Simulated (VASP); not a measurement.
# Lanthanum: La into a neighbouring La vacancy, part 3 of 4

Aim: the barrier for one hop in Lanthanum: La into a neighbouring La vacancy. The start is a cell from a database of measured crystal structures.

VASP 6.6.1; PBE; plane waves and PAW (La).

So far. Step 2 (Relax the host): The run ended after 5 ionic steps, 0.003 eV below its first step, once forces and stress met EDIFFG = -0.02. Step 3 (Relax the start): The run ended after 9 ionic steps, 0.055 eV below its first step, once the forces on the free atoms met EDIFFG = -0.05.

## Step 4: Relax the end

The end state is relaxed in the same way, so that both ends share their errors.

File INCAR:

```
SYSTEM = La
PREC = Normal
ENCUT = 280
EDIFF = 1E-05
NELM = 120
ISMEAR = 1
SIGMA = 0.15
LREAL = Auto
ALGO = Fast
GGA = PE
NBANDS = 102
LASPH = .TRUE.
LORBIT = 11
LWAVE = .FALSE.
LCHARG = .FALSE.
NCORE = 3
IBRION = 2
NSW = 60
ISIF = 2
EDIFFG = -0.05
POTIM = 0.4
MAXMIX = 40
ISYM = 0
```

File POSCAR:

```
La
1.0
    7.4914007190      0.0000000000      0.0000000000
   -3.7457003594      6.4877433326      0.0000000000
    0.0000000000      0.0000000000     12.1639394081
La
15
Direct
    0.3336430985      0.6667763696      0.2491675531
    0.8362920952      0.1694138991      0.2505275401
    0.8322766268      0.6689221574      0.2491755302
    0.1673617672      0.3300292956      0.7515035708
    0.1646883211      0.8294837701      0.7494838852
    0.6672315768      0.3341742770      0.7483850822
    0.6640179153      0.8339485997      0.7492325683
    0.3351327682      0.1690080648      0.2472890569
    0.0025667787      0.5037752633      0.4995108051
    0.4989948304      0.0023189691      0.5004167178
    0.5018596594      0.4989357911      0.4975635882
   -0.0009808840     -0.0013743705      0.0012747907
   -0.0019967918      0.4949725223     -0.0019650921
    0.5034072441      0.0020955361     -0.0010526908
    0.5006839928      0.5013735856      0.0007701524
```

File KPOINTS:

```
Automatic mesh
0
Gamma
3 3 2
0 0 0
```

The projector-augmented-wave data sets are La (PBE family, release 64).

Run with:

```bash
> mpirun -np 3 vasp_std
```

Log:

```text
[... set-up lines as in an earlier step ...]
 entering main loop
       N       E                     dE             d eps       ncg     rms          rms(c)
DAV:   1     0.210382393919E+04    0.21038E+04   -0.36168E+04  2072   0.128E+03
DAV:   2     0.485427366560E+03   -0.16184E+04   -0.15773E+04  2904   0.440E+02
DAV:   3     0.202233526542E+02   -0.46520E+03   -0.45761E+03  3168   0.285E+02
DAV:   4    -0.547512668181E+02   -0.74975E+02   -0.72817E+02  3968   0.119E+02
DAV:   5    -0.690621906189E+02   -0.14311E+02   -0.13698E+02  4080   0.500E+01    0.116E+01
RMM:   6    -0.692566789854E+02   -0.19449E+00   -0.24826E+01  2818   0.310E+01    0.702E+00
RMM:   7    -0.694173580257E+02   -0.16068E+00   -0.15022E+01  3164   0.119E+01    0.452E+00
RMM:   8    -0.705571295418E+02   -0.11398E+01   -0.12192E+01  3364   0.639E+00    0.102E+00
RMM:   9    -0.709240915679E+02   -0.36696E+00   -0.37308E+00  3765   0.424E+00    0.679E-01
RMM:  10    -0.711465303892E+02   -0.22244E+00   -0.23425E+00  3744   0.286E+00    0.664E-01
RMM:  11    -0.712683497384E+02   -0.12182E+00   -0.12349E+00  3764   0.205E+00    0.639E-01
RMM:  12    -0.713486076870E+02   -0.80258E-01   -0.80890E-01  3766   0.155E+00    0.343E-01
RMM:  13    -0.714053775953E+02   -0.56770E-01   -0.55723E-01  3676   0.137E+00    0.312E-01
RMM:  14    -0.714454888667E+02   -0.40111E-01   -0.41814E-01  3726   0.100E+00    0.215E-01
RMM:  15    -0.714782158886E+02   -0.32727E-01   -0.32345E-01  3762   0.772E-01    0.275E-01
RMM:  16    -0.715039235293E+02   -0.25708E-01   -0.25574E-01  3766   0.654E-01    0.333E-01
RMM:  17    -0.715252802293E+02   -0.21357E-01   -0.20732E-01  3768   0.557E-01    0.386E-01
RMM:  18    -0.715436935795E+02   -0.18413E-01   -0.17261E-01  3766   0.485E-01    0.474E-01
RMM:  19    -0.715613618723E+02   -0.17668E-01   -0.14763E-01  3763   0.434E-01    0.625E-01
RMM:  20    -0.715727662052E+02   -0.11404E-01   -0.11754E-01  3768   0.364E-01    0.643E-01
RMM:  21    -0.715841544324E+02   -0.11388E-01   -0.10194E-01  3766   0.324E-01    0.688E-01
RMM:  22    -0.715925249985E+02   -0.83706E-02   -0.81785E-02  3747   0.284E-01    0.709E-01
RMM:  23    -0.715998067837E+02   -0.72818E-02   -0.70548E-02  3539   0.253E-01    0.735E-01
RMM:  24    -0.716051557033E+02   -0.53489E-02   -0.56788E-02  3379   0.234E-01    0.722E-01
RMM:  25    -0.716074252625E+02   -0.22696E-02   -0.47795E-02  3527   0.232E-01    0.655E-01
RMM:  26    -0.716069490912E+02    0.47617E-03   -0.38520E-02  3524   0.241E-01    0.548E-01
RMM:  27    -0.716075858780E+02   -0.63679E-03   -0.33014E-02  3360   0.197E-01    0.502E-01
RMM:  28    -0.716130821898E+02   -0.54963E-02   -0.26779E-02  2826   0.174E-01    0.593E-01
RMM:  29    -0.716102505310E+02    0.28317E-02   -0.23839E-02  3357   0.215E-01    0.444E-01
RMM:  30    -0.716104227642E+02   -0.17223E-03   -0.21138E-02  3263   0.181E-01    0.373E-01
RMM:  31    -0.716106209543E+02   -0.19819E-03   -0.17034E-02  3148   0.175E-01    0.288E-01
RMM:  32    -0.716110547322E+02   -0.43378E-03   -0.18784E-02  3441   0.211E-01    0.163E-01
RMM:  33    -0.716121843167E+02   -0.11296E-02   -0.12754E-02  2526   0.150E-01    0.117E-01
RMM:  34    -0.716133136556E+02   -0.11293E-02   -0.11590E-02  2442   0.129E-01    0.106E-01
WARNING in EDDRMM: call to ZHEGV failed, returncode =   6  3     84
RMM:  35    -0.716141369915E+02   -0.82334E-03   -0.85169E-03  2032   0.108E-01    0.117E-01
RMM:  36    -0.716157820938E+02   -0.16451E-02   -0.12476E-02  3696   0.190E-01    0.576E-02
RMM:  37    -0.716164495488E+02   -0.66746E-03   -0.69464E-03  2455   0.111E-01    0.627E-02
RMM:  38    -0.716171770762E+02   -0.72753E-03   -0.68699E-03  2423   0.106E-01    0.718E-02
RMM:  39    -0.716175788772E+02   -0.40180E-03   -0.45357E-03  2270   0.778E-02    0.724E-02
RMM:  40    -0.716180793871E+02   -0.50051E-03   -0.45964E-03  1994   0.766E-02    0.767E-02
WARNING in EDDRMM: call to ZHEGV failed, returncode =   6  3     69
RMM:  41    -0.716183814805E+02   -0.30209E-03   -0.31875E-03  1969   0.709E-02    0.797E-02
RMM:  42    -0.716186615844E+02   -0.28010E-03   -0.31563E-03  1967   0.703E-02    0.793E-02
RMM:  43    -0.716188879257E+02   -0.22634E-03   -0.23021E-03  1949   0.588E-02    0.803E-02
WARNING in EDDRMM: call to ZHEGV failed, returncode =   8  4     61
RMM:  44    -0.716188914302E+02   -0.35045E-05   -0.21421E-03  1957   0.598E-02    0.720E-02
RMM:  45    -0.716189934983E+02   -0.10207E-03   -0.16726E-03  1939   0.524E-02    0.695E-02
RMM:  46    -0.716190721332E+02   -0.78635E-04   -0.15551E-03  1945   0.554E-02    0.656E-02
RMM:  47    -0.716191137856E+02   -0.41652E-04   -0.12407E-03  1947   0.525E-02    0.611E-02
RMM:  48    -0.716190804268E+02    0.33359E-04   -0.11759E-03  1971   0.575E-02    0.525E-02
RMM:  49    -0.716190913641E+02   -0.10937E-04   -0.97070E-04  1971   0.583E-02    0.462E-02
RMM:  50    -0.716190928862E+02   -0.15221E-05   -0.92609E-04  2016   0.599E-02    0.387E-02
RMM:  51    -0.716191234576E+02   -0.30571E-04   -0.77586E-04  2077   0.590E-02    0.342E-02
RMM:  52    -0.716191875991E+02   -0.64141E-04   -0.67255E-04  1930   0.551E-02    0.324E-02
RMM:  53    -0.716192410510E+02   -0.53452E-04   -0.56094E-04  1849   0.493E-02    0.323E-02
RMM:  54    -0.716192776782E+02   -0.36627E-04   -0.50657E-04  1851   0.469E-02    0.314E-02
RMM:  55    -0.716193130265E+02   -0.35348E-04   -0.42433E-04  1862   0.457E-02    0.294E-02
RMM:  56    -0.716193364145E+02   -0.23388E-04   -0.42117E-04  1911   0.470E-02    0.234E-02
RMM:  57    -0.716193658193E+02   -0.29405E-04   -0.35269E-04  1906   0.513E-02    0.212E-02
RMM:  58    -0.716193973650E+02   -0.31546E-04   -0.31447E-04  1786   0.453E-02    0.193E-02
RMM:  59    -0.716194248815E+02   -0.27517E-04   -0.26571E-04  1781   0.469E-02    0.176E-02
RMM:  60    -0.716194483955E+02   -0.23514E-04   -0.22977E-04  1689   0.429E-02    0.163E-02
RMM:  61    -0.716194667880E+02   -0.18392E-04   -0.19000E-04  1608   0.423E-02    0.158E-02
RMM:  62    -0.716194817193E+02   -0.14931E-04   -0.16062E-04  1586   0.378E-02    0.165E-02
RMM:  63    -0.716194953709E+02   -0.13652E-04   -0.13901E-04  1536   0.383E-02    0.171E-02
RMM:  64    -0.716195064379E+02   -0.11067E-04   -0.11712E-04  1507   0.364E-02    0.177E-02
RMM:  65    -0.716195140323E+02   -0.75944E-05   -0.78429E-05  1493   0.370E-02
   1 F= -.71619514E+02 E0= -.71624348E+02  d E =-.716195E+02
 curvature:   0.00 expect dE= 0.000E+00 dE for cont linesearch  0.000E+00
 trial: gam= 0.00000 g(F)=  0.239E-02 g(S)=  0.000E+00 ort = 0.000E+00 (trialstep = 0.100E+01)
 search vector abs. value=  0.239E-02
 bond charge predicted
       N       E                     dE             d eps       ncg     rms          rms(c)
DAV:   1    -0.716199523782E+02   -0.44594E-03   -0.19688E-01  2708   0.126E+00    0.132E-01
RMM:   2    -0.716220734823E+02   -0.21211E-02   -0.21421E-02  2856   0.896E-01    0.208E-01
RMM:   3    -0.716227820788E+02   -0.70860E-03   -0.71024E-03  3137   0.255E-01    0.130E-01
RMM:   4    -0.716220121741E+02    0.76990E-03   -0.13708E-03  3012   0.151E-01    0.641E-02
RMM:   5    -0.716218593704E+02    0.15280E-03   -0.74226E-04  3467   0.849E-02    0.506E-02
RMM:   6    -0.716218211567E+02    0.38214E-04   -0.40323E-04  2972   0.586E-02    0.452E-02
RMM:   7    -0.716217663640E+02    0.54793E-04   -0.41080E-04  2528   0.767E-02    0.874E-02
RMM:   8    -0.716217752522E+02   -0.88882E-05   -0.16732E-04  2150   0.502E-02    0.840E-02
RMM:   9    -0.716217949714E+02   -0.19719E-04   -0.61961E-05  1750   0.506E-02    0.765E-02
RMM:  10    -0.716218175583E+02   -0.22587E-04   -0.48057E-05  1723   0.445E-02    0.712E-02
RMM:  11    -0.716218173489E+02    0.20946E-06   -0.34466E-05  1526   0.419E-02
   2 F= -.71621817E+02 E0= -.71626596E+02  d E =-.230332E-02
[...]
3 F= -.71626937E+02 E0= -.71631720E+02  d E =-.742325E-02
[...]
4 F= -.71628859E+02 E0= -.71633479E+02  d E =-.934481E-02
[...]
5 F= -.71629404E+02 E0= -.71634074E+02  d E =-.989000E-02
[...]
6 F= -.71629355E+02 E0= -.71634000E+02  d E =-.984106E-02
[...]
7 F= -.71629405E+02 E0= -.71634062E+02  d E =-.989142E-02
 curvature:  -1.23 expect dE=-0.623E-03 dE for cont linesearch -0.254E-04
 ZBRENT: accuracy reached
 trial: gam= 0.11876 g(F)=  0.506E-03 g(S)=  0.000E+00 ort = 0.222E-03 (trialstep = 0.248E+01)
 search vector abs. value=  0.592E-03
 bond charge predicted
       N       E                     dE             d eps       ncg     rms          rms(c)
DAV:   1    -0.716275406998E+02    0.18575E-02   -0.28250E-01  2496   0.154E+00    0.165E-01
RMM:   2    -0.716330597475E+02   -0.55190E-02   -0.33063E-02  2899   0.979E-01    0.259E-01
RMM:   3    -0.716328160356E+02    0.24371E-03   -0.64877E-03  3152   0.254E-01    0.285E-01
RMM:   4    -0.716308992127E+02    0.19168E-02   -0.29917E-03  2938   0.191E-01    0.147E-01
RMM:   5    -0.716302716408E+02    0.62757E-03   -0.42450E-03  3010   0.180E-01    0.492E-02
RMM:   6    -0.716304631633E+02   -0.19152E-03   -0.33369E-03  3046   0.147E-01    0.877E-02
RMM:   7    -0.716305476419E+02   -0.84479E-04   -0.40182E-04  2915   0.584E-02    0.887E-02
RMM:   8    -0.716303954554E+02    0.15219E-03   -0.14485E-04  2371   0.647E-02    0.508E-02
RMM:   9    -0.716303983425E+02   -0.28872E-05   -0.72906E-05  1848   0.372E-02
   8 F= -.71630398E+02 E0= -.71635031E+02  d E =-.992890E-03
 trial-energy change:   -0.000993  1 .order   -0.000980   -0.001318   -0.000642
 step:   4.8248(harm=  4.8248)  dis= 0.00697  next Energy=   -71.630689 (dE=-0.128E-02)
 reached required accuracy - stopping structural energy minimisation
```

It took 8.8 min on 3 MPI ranks of AMD EPYC 9R45, shared host; peak memory 0.55 GiB; 26 min of CPU time.

OUTCAR, selected parts (step 4):

```text
 Found     10 irreducible k-points:

   NELECT =     165.0000    total number of electrons

 E-fermi :   7.2303

 k-point     1 :       0.0000    0.0000    0.0000
  band No.  band energies     occupation
    ...
     81       7.0232      2.06490
     82       7.0381      2.07000
     83       7.0435      2.07078
     84       7.1496      1.78048
     85       7.1529      1.75763
     86       7.7178     -0.00004
     87       7.7823     -0.00000
     88       7.8214     -0.00000
     89       7.8291     -0.00000
     90       8.1337     -0.00000
    ...

 k-point     2 :       0.3333    0.0000    0.0000
  band No.  band energies     occupation
    ...
     80       6.9593      2.02832
     81       7.0993      2.01307
     82       7.1830      1.50560
     83       7.2001      1.33368
     84       7.2688      0.58167
     85       7.3587     -0.00596
     86       7.4279     -0.06859
     87       7.4626     -0.05092
     88       7.5895     -0.00366
     89       7.6168     -0.00163
    ...

  Total       -1.6661629     -1.5322607     -4.7919980     -0.0142141     -0.0399957     -0.0278480
  in kB       -4.5154090     -4.1525256    -12.9866244     -0.0385213     -0.1083910     -0.0754699
  external PRESSURE =      -7.2181863 kB  Pullay stress =       0.0000000 kB

 POSITION                                       TOTAL-FORCE (eV/Angst)
 -----------------------------------------------------------------------------------
     -0.00454      4.33891      3.03438         0.016696     -0.013970      0.014019
      5.62774      1.08513      3.05620         0.009611     -0.006839     -0.001467
      3.75330      4.34216      3.04227        -0.008451     -0.006313      0.010686
      0.00854      2.13793      9.10834        -0.011861      0.015319     -0.017389
     -1.88566      5.40304      9.11827         0.022258     -0.001990     -0.015968
      3.74066      2.16316      9.10333         0.015257     -0.006979     -0.003708
      1.88298      5.40594      9.10452        -0.014805      0.005784     -0.014780
      1.87363      1.08194      3.03368        -0.010920      0.010837      0.011282
     -1.86780      3.26216      6.07897        -0.005153     -0.008053      0.009474
      3.73042      0.01227      6.07473         0.000950     -0.005861      0.010036
      1.87949      3.24329      6.06749        -0.009473      0.009501     -0.000809
      3.75118      6.47704      0.00101        -0.002768      0.010825     -0.001414
      5.62321      3.23193     12.15635        -0.000749      0.004425      0.002981
      3.74739      0.00337     12.15393        -0.000936      0.000019     -0.002397
      1.87511      3.25093     12.15400         0.000346     -0.006705     -0.000548
 -----------------------------------------------------------------------------------
    total drift:                               -0.001374     -0.001782     -0.011577

  FREE ENERGIE OF THE ION-ELECTRON SYSTEM (eV)
  ---------------------------------------------------
  free  energy   TOTEN  =       -71.6303983425 eV

  energy  without entropy=      -71.6442973652  energy(sigma->0) =      -71.63503135

 total charge
# of ion       s       p       d       f       tot
--------------------------------------------------
    1        2.073   5.548   0.910   0.078   8.609
    2        2.072   5.558   0.873   0.073   8.576
    3        2.072   5.557   0.876   0.074   8.579
    4        2.072   5.558   0.873   0.073   8.576
    5        2.072   5.557   0.877   0.074   8.579
    6        2.074   5.548   0.911   0.078   8.611
    7        2.072   5.558   0.874   0.074   8.577
    8        2.072   5.557   0.877   0.073   8.580
    9        2.068   5.553   0.870   0.080   8.572
   10        2.068   5.553   0.870   0.080   8.572
   11        2.068   5.553   0.870   0.080   8.571
   12        2.072   5.551   0.887   0.089   8.600
   13        2.072   5.551   0.883   0.090   8.596
   14        2.072   5.551   0.884   0.090   8.597
   15        2.072   5.551   0.884   0.090   8.597
--------------------------------------------------
tot         31.071  83.306  13.218   1.198 128.793

[... 6 parts as in an earlier step ...]

[... 6 further parts left out ...]
```

The steps of the relaxation:

```
step  energy less that of the first step (eV)  largest force (eV/Å)
   1                                   0.0000                0.1018
   2                                  -0.0023                0.0835
   3                                  -0.0074                0.0789
   4                                  -0.0093                0.0702
   5                                  -0.0099                0.0610
   6                                  -0.0098                0.0524
   7                                  -0.0099                0.0588
   8                                  -0.0109                0.0275
```

The atoms that moved most (Å):

```
atom      dx      dy      dz  length
 La4  -0.009  -0.003  -0.033   0.034
 La7   0.032  -0.005  -0.009   0.034
 La8  -0.004  -0.015   0.026   0.030
 La3   0.024   0.002   0.011   0.027
La13   0.001   0.021   0.016   0.026
 La5  -0.012   0.022   0.002   0.025
La11  -0.011   0.006   0.015   0.020
La15   0.002  -0.002  -0.019   0.020
```

The relaxed structure:

```cif
data_structure
_symmetry_space_group_name_H-M 'P 1'
_symmetry_Int_Tables_number 1
_cell_length_a 7.4914
_cell_length_b 7.4914
_cell_length_c 12.1639
_cell_angle_alpha 90.000
_cell_angle_beta 90.000
_cell_angle_gamma 120.000
_cell_volume 591.20
loop_
_atom_site_label
_atom_site_type_symbol
_atom_site_fract_x
_atom_site_fract_y
_atom_site_fract_z
_atom_site_occupancy
La1 La 0.33379 0.66879 0.24946 1
La2 La 0.83486 0.16726 0.25125 1
La3 La 0.83566 0.66929 0.25011 1
La4 La 0.16591 0.32953 0.74880 1
La5 La 0.16469 0.83281 0.74961 1
La6 La 0.66604 0.33342 0.74839 1
La7 La 0.66798 0.83325 0.74848 1
La8 La 0.33349 0.16677 0.24940 1
La9 La 0.00208 0.50282 0.49975 1
La10 La 0.49891 0.00189 0.49940 1
La11 La 0.50084 0.49991 0.49881 1
La12 La 0.99991 0.99835 0.00008 1
La13 La 0.99970 0.49816 0.99938 1
La14 La 0.50049 0.00052 0.99918 1
La15 La 0.50085 0.50109 0.99918 1
```

Numbers from this step:

| Property | Result |
| --- | --- |
| electronic cycles | 141 |
| free energy (TOTEN) | -71.6304 eV |
| energy at zero smearing | -71.6350 eV |
| Fermi energy | 7.230 eV |

The run ended after 8 ionic steps, 0.011 eV below its first step, once the forces on the free atoms met EDIFFG = -0.05.

[end of part 3 of 4]

[Lines on the potential files, build, host, timing and source positions are cut from VASP's logs without a mark.]

[Logs are printed without paths, hosts, clocks, repeated set-up lines and the standing remarks that a program may print on its own settings, such as how far it seeks lower states.]

[Hosts, paths, dates, database ids (printed as entryN), source tags and the programs' standing remarks are cut or masked in the printed files.]

[Runs that stopped without an error message from VASP are left out.]
